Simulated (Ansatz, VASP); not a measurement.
# Two plane-wave programs on C

```xyz
4
Lattice="3.1063 0.0000 0.0000 0.0000 3.1063 0.0000 0.0000 0.0000 2.4518" Properties=species:S:1:pos:R:3 pbc="T T T"
C     1.1003    0.0000    1.8388
C     2.0060    0.0000    0.6129
C     0.0000    1.1003    0.0000
C     0.0000    2.0060    1.2259
```

Alike in both runs: functional PBE; k mesh 10 × 10 × 12; occupations gaussian, width 0.02 eV; no spin polarisation.

Ansatz relaxed the structure, and its values are those at the end. VASP's run is a single point on that final structure, the one shown.

|  | VASP | Ansatz |
| --- | --- | --- |
| version | VASP 6.6.1 | Ansatz 0.2.0 |
| potentials or method | VASP PAW PBE potentials, release 64 (C) | scalar-relativistic, plane waves, PAW |
| plane-wave cutoff (eV) | 520 | 420 |
| valence electrons in the cell | 16 | 16 |

```tsv
	VASP	Ansatz	Ansatz less VASP
gap on the k mesh at the Fermi level (eV)	1.05	1.06	+0.013
least direct gap on the mesh (eV)	3.83	3.84	+0.003
pressure (GPa)	0.5	0.0	-0.52
rms of the force components (eV/Å)	0.011	0.002	-0.0089
```
